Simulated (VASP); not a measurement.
# Zn (P6_3/mmc) in VASP: notebook

Aim: see how the results for Zn move with the level of theory and the settings. Levels: r2SCAN, PBEsol. Tasks: relaxation of cell and atoms.

Everything below comes from runs of VASP 6.6.1. Logs are shortened: lines on timing, memory, paths and dates and some standing lists are left out, and cuts for length are marked.

## 1. The structure

It takes space group P6_3/mmc (No. 194, hexagonal). Conventional cell: a = 2.670 Å, b = 2.670 Å, c = 4.966 Å, α = 90.00°, β = 90.00°, γ = 120.00°. Zn (site symmetry -6m2) is surrounded by 12 Zn at 2.67 to 2.92 Å.

## 2. Relaxation of cell and atoms, r2SCAN

File INCAR:

```
PREC     = Accurate       # precision mode
ENCUT    = 600            # plane-wave cutoff, eV
EDIFF    = 1E-6           # SCF threshold, eV
ISMEAR   = 1              # smearing method
SIGMA    = 0.1            # smearing width, eV
LREAL    = False          # projectors in reciprocal space
LASPH    = True           # aspherical terms in the spheres
NELM     = 80             # most SCF steps
ALGO     = Normal         # electronic algorithm
ISIF     = 3              # what is computed and relaxed
LWAVE    = False          # write WAVECAR
LCHARG   = False          # write CHGCAR
METAGGA  = R2SCAN         # meta-GGA
LMIXTAU  = True         
IBRION   = 2              # ionic algorithm
NSW      = 90             # ionic steps
EDIFFG   = -0.01          # ionic threshold
```

File KPOINTS:

```
regular mesh
0
Gamma
  21 21 9
```

File POSCAR:

```
Zn
1.0
    2.6700000000      0.0000000000      0.0000000000
   -1.3350000000      2.3122878281      0.0000000000
    0.0000000000      0.0000000000      4.9660000000
Zn
2
Direct
    0.3333333333      0.6666666667      0.2500000000
    0.6666666667      0.3333333333      0.7500000000
```

Potentials or basis: VASP PAW PBE potentials, release 64 (Zn).

The run is started by

```sh
> cat potpaw_PBE.64/Zn/POTCAR > POTCAR
> mpirun -np 1 vasp_std > vasp.out
```

OUTCAR:

```text
PREC = Accurate
   ENCUT = 600
   EDIFF = 1E-6
   ISMEAR = 1
   LREAL = False
   LASPH = True
   NELM = 80
   ISIF = 3
   METAGGA = R2SCAN
   IBRION = 2
   NSW = 90
   EDIFFG = -0.01

 ion  position               nearest neighbor table
   1  0.333  0.667  0.250-   2 2.92   2 2.92   2 2.92   2 2.92   2 2.92   2 2.92
   2  0.667  0.333  0.750-   1 2.92   1 2.92   1 2.92   1 2.92   1 2.92   1 2.92

  LATTYP: Found a hexagonal cell.
 ALAT       =     2.6700000000
 C/A-ratio  =     1.8599250936

  Lattice vectors:

 A1 = (   2.6700000000,   0.0000000000,   0.0000000000)
 A2 = (  -1.3350000000,   2.3122878281,   0.0000000000)
 A3 = (   0.0000000000,   0.0000000000,   4.9660000000)

Analysis of symmetry for initial positions (statically):
=====================================================================
 Subroutine PRICEL returns:
 Original cell was already a primitive cell.

 Routine SETGRP: Setting up the symmetry group for a
 hexagonal supercell.

 Subroutine GETGRP returns: Found 24 space group operations
 (whereof 12 operations were pure point group operations)
 out of a pool of 24 trial point group operations.

The static configuration has the point symmetry D_3d.
 The point group associated with its full space group is D_6h.

Analysis of symmetry for dynamics (positions and initial velocities):
=====================================================================
 Subroutine PRICEL returns:
 Original cell was already a primitive cell.

 Routine SETGRP: Setting up the symmetry group for a
 hexagonal supercell.

 Subroutine GETGRP returns: Found 24 space group operations
 (whereof 12 operations were pure point group operations)
 out of a pool of 24 trial point group operations.

The dynamic configuration has the point symmetry D_3d.
 The point group associated with its full space group is D_6h.

 Subroutine INISYM returns: Found 24 space group operations
 (whereof 12 operations are pure point group operations),
 and found     1 'primitive' translations

----------------------------------------------------------------------------------------

                                     Primitive cell

  volume of cell :      30.6591

  direct lattice vectors                    reciprocal lattice vectors
     2.670000000  0.000000000  0.000000000     0.374531835  0.216236056  0.000000000
    -1.335000000  2.312287828  0.000000000     0.000000000  0.432472112  0.000000000
     0.000000000  0.000000000  4.966000000     0.000000000  0.000000000  0.201369311

  length of vectors
     2.670000000  2.670000000  4.966000000     0.432472112  0.432472112  0.201369311

  position of ions in fractional coordinates (direct lattice)
     0.333333333  0.666666667  0.250000000
     0.666666667  0.333333333  0.750000000

  ion indices of the primitive-cell ions
   primitive index   ion index
                 1           1
                 2           2

----------------------------------------------------------------------------------------

 KPOINTS: regular mesh

Automatic generation of k-mesh.
 Grid dimensions read from file:
 generate k-points for:   21   21    9

 Generating k-lattice:

  Cartesian coordinates                     Fractional coordinates (reciprocal lattice)
     0.017834849  0.010296955  0.000000000     0.047619048  0.000000000  0.000000000
     0.000000000  0.020593910  0.000000000     0.000000000  0.047619048  0.000000000
     0.000000000  0.000000000  0.022374368     0.000000000  0.000000000  0.111111111

  Length of vectors
     0.020593910  0.020593910  0.022374368

  Shift w.r.t. Gamma in fractional coordinates (k-lattice)
     0.000000000  0.000000000  0.000000000

 Subroutine IBZKPT returns following result:
 ===========================================

 Found    240 irreducible k-points:

 Following reciprocal coordinates:
            Coordinates               Weight
  0.000000  0.000000  0.000000      1.000000
  0.047619  0.000000  0.000000      6.000000
  0.095238  0.000000  0.000000      6.000000
  0.142857  0.000000  0.000000      6.000000
  0.190476  0.000000  0.000000      6.000000
  0.238095  0.000000  0.000000      6.000000
[... 16 lines left out ...]
  0.142857  0.095238  0.000000     12.000000
  0.190476  0.095238  0.000000     12.000000
 [... further k-points ...]
   k-points           NKPTS =    240   k-points in BZ     NKDIM =    240   number of bands    NBANDS=     16
   number of dos      NEDOS =    301   number of ions     NIONS =      2
   total plane-waves  NPLWV =  23040
   dimension x,y,z NGX =    24 NGY =   24 NGZ =   40
   dimension x,y,z NGXF=    48 NGYF=   48 NGZF=   80
   ions per type =               2
   NGX,Y,Z   is equivalent  to a cutoff of  14.94, 14.94, 13.39 a.u.
   NGXF,Y,Z  is equivalent  to a cutoff of  29.89, 29.89, 26.78 a.u.
 SYSTEM =  unknown system
   PREC   = accura    normal or accurate (medium, high low for compatibility)
   ISTART =      0    job   : 0-new  1-cont  2-samecut
   ICHARG =      2    charge: 1-file 2-atom 10-const
   ISPIN  =      1    spin polarized calculation?
   LNONCOLLINEAR =      F non collinear calculations
   LSORBIT =      F    spin-orbit coupling
   LASPH  =      T    aspherical Exc in radial PAW
   ENCUT  =  600.0 eV  44.10 Ry    6.64 a.u.   5.33  5.33  9.92*2*pi/ulx,y,z
   NELM   =     80;   NELMIN=  2; NELMDL= -5     # of ELM steps
   EDIFF  = 0.1E-05   stopping-criterion for ELM
   LREAL  =      F    real-space projection
   EDIFFG = -.1E-01   stopping-criterion for IOM
   NSW    =     90    number of steps for IOM
   IBRION =      2    ionic relax: 0-MD 1-quasi-New 2-CG
   NFREE  =      1    steps in history (QN), initial steepest desc. (CG)
   ISIF   =      3    stress and relaxation
   ISYM   =      2    0-nonsym 1-usesym 2-fastsym
   POTIM  = 0.5000    time-step for ionic-motion
   TEBEG  =    0.0;   TEEND  =   0.0 temperature during run
   PSTRESS=    0.0 pullay stress
   NELECT =      24.0000    total number of electrons
   NUPDOWN=      -1.0000    fix difference up-down
   EMIN   =  10.00;   EMAX   =-10.00  energy-range for DOS
   EFERMI =   0.00;   METHOD = LEGACY
   ISMEAR =     1;   SIGMA  =   0.10  broadening in eV -4-tet -1-fermi 0-gaus
   EFERMI_NEDOS =   21; number of points for ismear=-14 and -15
   IALGO  =     38    algorithm
   IMIX   =      4    mixing-type and parameters
     AMIX     =   0.40;   BMIX     =  1.00
     AMIX_MAG =   1.60;   BMIX_MAG =  1.00
  volume/ion in A,a.u.               =      15.33       103.45
  Fermi-wavevector in a.u.,A,eV,Ry     =   1.508778  2.851177 30.972445  2.276410
  Thomas-Fermi vector in A             =   2.619187
   LORBIT       =      0    0 simple, 1 ext, 2 COOP (PROOUT), +10 PAW based schemes
   METAGGA = R2SCAN    functional components
   LHFCALC =     F    Hartree Fock is set to
   AEXX    =    0.0000 exact exchange contribution
   IVDW    =     0    specifies the selected vdW correction
   LEPSILON=     F    determine dielectric tensor
   LRPA    =     F    only Hartree local field effects (RPA)
 conjugate gradient relaxation of ions
 non-spin polarized calculation
 Methfessel and Paxton  Order N= 1 SIGMA  =   0.10
  energy-cutoff  :      600.00
  volume of cell :       30.66
 maximum number of plane-waves:      1064
 NGX is ok and might be reduce to    24
   NGX = 11   NGY = 11   NGZ = 19

--------------------------------------- Ionic step        1  -------------------------------------------

 number of electron      24.0000003 magnetization

 Free energy of the ion-electron system (eV)
  ---------------------------------------------------
  ext. energy  EPLUGINS =         0.00000000
  ---------------------------------------------------
  free energy    TOTEN  =       -17.76903656 eV

  energy without entropy =      -17.76846745  energy(sigma->0) =      -17.76884686

------------------------ aborting loop because EDIFF is reached ----------------------------------------

  FORCE on cell =-STRESS in cart. coord.  units (eV):
  Direction    XX          YY          ZZ          XY          YZ          ZX
  --------------------------------------------------------------------------------------
  -------------------------------------------------------------------------------------
  Total       -1.1100793     -1.1100793     -0.4635818      0.0000000     -0.0000000     -0.0000000
  in kB      -58.0102467    -58.0102467    -24.2257419      0.0000000     -0.0000000     -0.0000000
  external PRESSURE =     -46.7487451 kB  Pullay stress =       0.0000000 kB
[... 93 lines left out ...]
  energy  without entropy=      -17.7996197231  energy(sigma->0) =      -17.79994920

--------------------------------------- Ionic step        4  -------------------------------------------

 number of electron      24.0000015 magnetization

 Free energy of the ion-electron system (eV)
  ---------------------------------------------------
  ext. energy  EPLUGINS =         0.00000000
  ---------------------------------------------------
  free energy    TOTEN  =       -17.80008401 eV

  energy without entropy =      -17.79958707  energy(sigma->0) =      -17.79991836

 E-fermi :   3.2986     XC(G=0): -12.9182

 val. band max:        3.2885883571   @ k =   0.3333   0.1429   0.1111
 cond. band min:       3.3030803450   @ k =   0.2857   0.1429   0.0000
 fundamental gap:      0.0144919879
 Fermi energy:         3.2985719691

 k-point     1 :       0.0000    0.0000    0.0000
  band No.  band energies     occupation
      1      -7.9418      2.00000
      2      -5.9130      2.00000
      3      -5.0838      2.00000
      4      -4.8002      2.00000
      5      -4.8000      2.00000
      6      -4.7477      2.00000
[... 8 lines left out ...]
     15      21.3218      0.00000
     16      22.7920      0.00000
[... 420 lines left out ...]
  band No.  band energies     occupation
      1      -6.0757      2.00000
      2      -5.3423      2.00000
      3      -5.0152      2.00000
      4      -4.9439      2.00000
      5      -4.9122      2.00000
      6      -4.7193      2.00000
[... 8 lines left out ...]
     15      14.4239      0.00000
     16      17.5816      0.00000

 [... further k-points ...]

------------------------ aborting loop because EDIFF is reached ----------------------------------------

  FORCE on cell =-STRESS in cart. coord.  units (eV):
  Direction    XX          YY          ZZ          XY          YZ          ZX
  --------------------------------------------------------------------------------------
  -------------------------------------------------------------------------------------
  Total       -0.0149152     -0.0149152      0.0042896      0.0000000      0.0000000      0.0000000
  in kB       -0.8246618     -0.8246618      0.2371708      0.0000000      0.0000000      0.0000000
  external PRESSURE =      -0.4707176 kB  Pullay stress =       0.0000000 kB
[... 17 lines left out ...]
  FREE ENERGIE OF THE ION-ELECTRON SYSTEM (eV)
  ---------------------------------------------------
  free  energy   TOTEN  =       -17.8000840083 eV

  energy  without entropy=      -17.7995870704  energy(sigma->0) =      -17.79991836

 reached required accuracy - stopping structural energy minimisation
```

Wall time 13 min (1 thread of Intel Xeon Platinum 8488C (Sapphire Rapids), shared host); peak memory 0.27 GiB.

What came out:

- Free energy: -17.8001 eV
- Relaxed volume: 14.49 Å³/atom
- Relaxed cell: a = 2.608 Å, b = 2.608 Å, c = 4.918 Å, α = 90.00°, β = 90.00°, γ = 120.00°
- Space group after relaxing (to 0.05 Å): P6_3/mmc (No. 194)
- Energy gained by relaxing: 15.5 meV/atom
- Ionic steps: 4
- Pressure after relaxing: 0.0 GPa
- Band gap on the k mesh: none (metal or under the smearing width)

The path:
| step | energy change (eV) | largest force (eV/Å) | pressure (GPa) | volume (Å³) |
| --- | --- | --- | --- | --- |
| 1 | 0.0000 | 0.0000 | -4.67 | 30.66 |
| 2 | -0.0305 | 0.0000 | 0.93 | 28.71 |
| 3 | -0.0311 | 0.0000 | 0.10 | 28.94 |
| 4 | -0.0310 | 0.0000 | -0.05 | 28.98 |

Final structure:
```cif
data_structure
_symmetry_space_group_name_H-M 'P 1'
_symmetry_Int_Tables_number 1
_cell_length_a 2.6084
_cell_length_b 2.6084
_cell_length_c 4.9181
_cell_angle_alpha 90.000
_cell_angle_beta 90.000
_cell_angle_gamma 120.000
_cell_volume 28.98
loop_
_atom_site_label
_atom_site_type_symbol
_atom_site_fract_x
_atom_site_fract_y
_atom_site_fract_z
_atom_site_occupancy
Zn1 Zn 0.33333 0.66667 0.25000 1
Zn2 Zn 0.66667 0.33333 0.75000 1
```

Levels at points of the mesh, in eV from the Fermi level:
```csv
k point,band 8,band 9,band 10,band 11,band 12,band 13,band 14,band 15,band 16
"(0.00, 0.00, 0.00)",-7.66,-7.66,-7.45,-7.45,-4.09,-3.25,14.30,18.02,19.49
```

Caveat: the PAW data sets were made with another functional, which shifts forces and pressure a little.

(Part 1 of 2 ends here.)
